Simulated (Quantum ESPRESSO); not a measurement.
# BN: dielectric tensor and Born charges under several settings

```
N B
1.0
     0.00000    1.81300    1.81300
     1.81300    0.00000    1.81300
     1.81300    1.81300    0.00000
N B
1 1
Direct
  0.25000 0.25000 0.25000
  0.00000 0.00000 0.00000
```

The cell is a database's computed one.

All runs used Quantum ESPRESSO 7.5; k mesh 10 × 10 × 10, shifted; given cell; no spin polarisation; cutoff 612 eV; occupations smeared at first, fixed for the response.

```csv
level,potentials,pressure (GPa),ε∞ (diagonal),Born charge of atom 1 (e)
LDA,GBRV 1.5 LDA,-12.9,4.60,-1.90
PBE,GBRV 1.5 PBE,-0.5,4.61,-1.92
PBEsol,GBRV 1.5 PBEsol,-5.8,4.64,-1.91
WC,GBRV 1.5 PBE,-5.3,4.65,-1.91
BLYP,GBRV 1.5 PBE,?,?,?
AM05,GBRV 1.5 PBE,-6.3,4.66,-1.90
```

Problem. What stands in the row left open?

Solution. Pressure 8.6 GPa; ε∞ 4.51; Born charge of atom 1 -1.93 e.

Caveats: the cell is more than 3 GPa from zero pressure, which shifts response properties (some runs); the potentials were made for another functional, which shifts forces and pressure (some runs).

For the row left open. Caveat: the potentials were made for another functional, which shifts forces and pressure; the cell is more than 3 GPa from zero pressure, which shifts response properties.
